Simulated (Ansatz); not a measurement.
# Os-Re-Os stack of (111) layers: phonons along a line and the smearing, part 2 of 2

Does Os-Re-Os stack of (111) layers have a Kohn anomaly or a soft branch that a wide smearing hides? The first relaxation steps of the session are not shown, so no cell shown is the starting entry, unless a step says so.

Ansatz 0.2.0; DFT PBE, scalar-relativistic, plane waves, PAW; PAW set soft_1.

So far. Step 4 (Phonons along a line: Fermi–Dirac smearing of 0.25 eV): Against step 3 (now smearing width 0.25 eV), the free energy moves by -83.4 meV an atom.

## 5. Wavevectors along a line: Fermi–Dirac smearing of 0.04 eV

The smearing blurs the Fermi surface that screens the phonons; a Fermi–Dirac width is an electronic temperature.

input.yaml reads:

```yaml
crystal:
  lattice:
    - [2.7030567938, -2.8376e-06, 0.0]
    - [-1.3515259394, 2.3409172701, 0.0]
    - [0.0, 0.0, 32.7808944788]
  atoms:
    - { symbol: Os, position: [0.0, 0.0, 0.1699866566] }
    - { symbol: Re, position: [0.3333333333, 0.6666666667, 0.2362725338] }
    - { symbol: Os, position: [0.6666666667, 0.3333333333, 0.302558411] }
  periodic: [true, true, false]
kpoints:
  mp_grid: { grid: [18, 18, 1] }
hamiltonian:
  xc: pbe
  pseudopotentials: { kind: paw, azcp: { folder: soft_1 } }
scf:
  occupations: { method: fermi_dirac, width: 0.04 }
output:
  eigenvalues: true
phonons:
  method: dfpt
  qpoints:
    - [0, 0, 0]
    - [0.166666667, 0.0, 0.0]
    - [0.333333333, 0.0, 0.0]
    - [0.5, 0.0, 0.0]
```

Narrower smearing comes nearer the zero-temperature value but asks more of the mesh.

Launch:

```bash
$ ansatz run input.yaml --threads 4 --pin off --max-ram 12288MiB --backend cpu --events-out ev --progress --plain --runs-dir out
```

Numbers of over 12 decimals in the logs are rounded to 6 here.

What it wrote:

```text
[...]
Crystal: 3 atoms, lattice volume = 207.425 Å³
Basis set: ecut = 420 eV, 4123 PW (Γ), exchange–correlation on 40×40×450 points (8 copies of the dense FFT grid, shifted against one another)
Bands: 29, of which v1, the nominal top of the filled ones, is band 24 counted from 1 (23 counted from 0)
Symmetry: 12 space group operations
k-points: 37 of 324 (irreducible under 6 space group operations, time reversal used)
[...]
SCF iter   1: F=—  HF=-33640.008912 eV  |F-HF|=—  |Δ(HF+E_count)|=         —  Δρ=2.90e-2  dr2=5.42e0  ethr=3.10e-3  ⟨swp⟩=16.3  Hψ=9320  notcnv=0
[...]
SCF iter  12: F=-33639.021469 eV  HF=-33639.021469 eV  |F-HF|=1.16e-10  |Δ(HF+E_count)|=  1.60e-10  Δρ=2.37e-8  dr2=2.40e-12  ethr=1.00e-12  ⟨swp⟩=10.2  Hψ=7545  notcnv=0
SCF 1 converged in 12 iterations: F = -33639.021469 eV  dr2 = 2.40e-12
[...]
SCF converged after 12 iterations
Free energy (F): -33639.021469 eV
[...]
Internal energy: -33639.010208 eV  (E = F + TS)
E sigma→0 (E₀):  -33639.015839 eV
Entropy (-TS):   -0.011260 eV (-3.753 meV/atom)
Fermi energy:    -5.175318 eV
[...]
--- Band table (eV; the first three rows and the last of 37) ---
  k-point 0: bands = [... 20 lower, -7.2689, -7.1709, -7.1709, -6.0495, -4.6882, -4.4303, -4.4303, -4.2729, ... 1 higher]
  k-point 1: bands = [... 20 lower, -7.2009, -7.1836, -7.0595, -6.2481, -5.0175, -4.6074, -4.5350, -4.1646, ... 1 higher]
  k-point 2: bands = [... 20 lower, -7.1571, -6.9436, -6.7305, -6.6427, -5.5718, -4.8621, -4.6466, -4.0729, ... 1 higher]
  k-point 36: bands = [... 20 lower, -7.5072, -7.4953, -5.0635, -5.0635, -3.4972, -3.4972, -2.2572, 1.8878, ... 1 higher]
[...]
ASR residual: 1.000e-4 → 0.000e0 eV/Å²; symmetrization residual: 9.522e-5 eV/Å²
[...]
ASR residual per site (eV/Å²): 1.00e-4 7.22e-5 8.07e-5
  Γ frequencies (cm⁻¹): 0.00 0.00 0.00 83.03 83.03 130.31 130.31 152.77 196.07
[...]
--- Phonons (arbitrary-q DFPT): 4 explicit q-points ---
[...]
```

It took 11 min on 4 threads of Arm Neoverse V2, shared host; peak memory 3.5 GiB; 43 min of CPU time.

Each wavevector solved by linear response. The frequency by |q| along the line; 7 of 9 lines:

```tsv
|q| along the line (Å⁻¹)	mode 1 (cm⁻¹)	mode 2 (cm⁻¹)	mode 3 (cm⁻¹)	mode 4 (cm⁻¹)	mode 5 (cm⁻¹)	mode 6 (cm⁻¹)	mode 7 (cm⁻¹)
0.000	0	0	0	83.0	83.0	130	130
0.447	49.5	74.3	101	115	124	130	137
0.895	98.7	107	117	128	132	156	161
1.342	95.1	109	109	117	130	137	155
```

Against step 3 (now smearing width 0.04 eV), the free energy moves by +12.2 meV an atom.

## 6. Phonons along a line: Methfessel–Paxton smearing of 0.2 eV

The smearing blurs the Fermi surface that screens the phonons; a Methfessel–Paxton width blurs it less than a thermal one.

Changes to input.yaml since step 5:

```diff
@@ -16,3 +16,3 @@
 scf:
-  occupations: { method: fermi_dirac, width: 0.04 }
+  occupations: { method: methfessel_paxton, width: 0.2 }
 output:
```

What it wrote:

```text
[...]
Crystal: 3 atoms, lattice volume = 207.425 Å³
Basis set: ecut = 420 eV, 4123 PW (Γ), exchange–correlation on 40×40×450 points (8 copies of the dense FFT grid, shifted against one another)
Bands: 29, of which v1, the nominal top of the filled ones, is band 24 counted from 1 (23 counted from 0)
Symmetry: 12 space group operations
k-points: 37 of 324 (irreducible under 6 space group operations, time reversal used)
[...]
SCF iter   1: F=—  HF=-33639.996156 eV  |F-HF|=—  |Δ(HF+E_count)|=         —  Δρ=2.90e-2  dr2=5.36e0  ethr=3.10e-3  ⟨swp⟩=15.9  Hψ=20054  notcnv=0  defer=2
[...]
SCF iter  12: F=-33639.011727 eV  HF=-33639.011727 eV  |F-HF|=6.55e-11  |Δ(HF+E_count)|=  8.00e-11  S|Δr|=    0.00e0  Δρ=2.82e-8  dr2=1.16e-12  ethr=1.00e-12  ⟨swp⟩=27.6  Hψ=12203  notcnv=0
SCF 1 converged in 12 iterations: F = -33639.011727 eV  dr2 = 1.16e-12
[...]
SCF converged after 12 iterations
Stability not checked: this state was not tested for a lower state beside it, because cold or Methfessel-Paxton smearing, or corrected tetrahedra, fill the levels in a way that the test cannot read (fill_not_monotonic; see scf.lower_state_search)
Free energy (F): -33639.011727 eV
[...]
Internal energy: -33639.022133 eV  (E = F + TS)
E sigma→0 (E₀):  -33639.014328 eV
Entropy (-TS):   0.010406 eV (3.469 meV/atom)
Fermi energy:    -5.174247 eV
[...]
--- Band table (eV; the first three rows and the last of 37) ---
  k-point 0: bands = [... 20 lower, -7.2708, -7.1776, -7.1776, -6.0516, -4.6901, -4.4322, -4.4322, -4.2746, ... 6 higher]
  k-point 1: bands = [... 20 lower, -7.2064, -7.1854, -7.0662, -6.2502, -5.0195, -4.6093, -4.5369, -4.1664, ... 6 higher]
  k-point 2: bands = [... 20 lower, -7.1612, -6.9446, -6.7371, -6.6446, -5.5737, -4.8643, -4.6485, -4.0746, ... 6 higher]
  k-point 36: bands = [... 20 lower, -7.5129, -7.4998, -5.0653, -5.0653, -3.4986, -3.4986, -2.2599, 1.8834, ... 6 higher]
  ° read free of the cell's end (the report's vacuum.weakly_bound_levels)
[...]
ASR residual: 2.978e-4 → 0.000e0 eV/Å²; symmetrization residual: 6.215e-5 eV/Å²
[...]
ASR residual per site (eV/Å²): 1.08e-4 2.98e-4 1.27e-4
  Γ frequencies (cm⁻¹): 0.00 0.00 0.00 83.03 83.03 130.26 130.26 150.55 195.96
[...]
--- Phonons (arbitrary-q DFPT): 4 explicit q-points ---
[...]
```

It took 11 min on 4 threads; peak memory 3.9 GiB.

Each wavevector solved by linear response. Table of frequency by |q| along the line; 7 of 9 lines:

```tsv
|q| along the line (Å⁻¹)	mode 1 (cm⁻¹)	mode 2 (cm⁻¹)	mode 3 (cm⁻¹)	mode 4 (cm⁻¹)	mode 5 (cm⁻¹)	mode 6 (cm⁻¹)	mode 7 (cm⁻¹)
0.000	0	0	0	83.0	83.0	130	130
0.447	49.4	74.6	100	116	125	130	136
0.895	98.4	108	117	129	132	156	160
1.342	93.5	108	108	116	131	136	155
```

Against step 3 (now occupations Methfessel-Paxton and smearing width 0.2 eV), the free energy moves by +15.4 meV an atom.

## 7. The lowest branch at each setting

Table of lowest frequency by |q| along the line:

```tsv
|q| along the line (Å⁻¹)	fermi dirac 0.1 eV, k 18x18x1 (cm⁻¹)	fermi dirac 0.25 eV, k 18x18x1 (cm⁻¹)	fermi dirac 0.04 eV, k 18x18x1 (cm⁻¹)	methfessel paxton 0.2 eV, k 18x18x1 (cm⁻¹)
0.000	0	0	0	0
0.447	49.1	47.9	49.5	49.4
0.895	97.6	94.5	98.7	98.4
1.342	92.6	95.4	95.1	93.5
```

## 8. Summary of results

```
phonon run of the rows without a label of their own              : PBE, k 18×18×1
lowest branch at the last solved point, Fermi–Dirac 0.1 eV       : 92.6 cm⁻¹ at |q| = 1.34 Å⁻¹
lowest branch at the last solved point, Fermi–Dirac 0.25 eV      : 95.4 cm⁻¹ at |q| = 1.34 Å⁻¹
lowest branch at the last solved point, Fermi–Dirac 0.04 eV      : 95.1 cm⁻¹ at |q| = 1.34 Å⁻¹
lowest branch at the last solved point, Methfessel–Paxton 0.2 eV : 93.5 cm⁻¹ at |q| = 1.34 Å⁻¹
```

What this shows: No branch softens by more than 4 % of the top frequency as the smearing narrows, so no anomaly that hangs on the smearing shows at these points. The line holds 4 wavevectors, so a narrow dip between them would be missed. Between Fermi–Dirac 0.25 eV and Fermi–Dirac 0.04 eV the largest change, with modes counted by rank of frequency, is in mode 6 at |q| = 0 Å⁻¹, from 112 to 130 cm⁻¹. Where branches cross, a count by rank can hide a softening. At the narrowest width the k mesh may not resolve the Fermi surface, so part of the change can be mesh noise. Spin–orbit coupling, left out here, matters for Os and Re. The structure was built by hand as an ordered model, and its stability against other phases was not tested.

[Logs are printed without paths, hosts, clocks, repeated set-up lines and the standing remarks that a program may print on its own settings, such as how far it seeks lower states.]

[Hosts, paths, dates, database ids (printed as entryN), source tags and the programs' standing remarks are cut or masked in the printed files.]
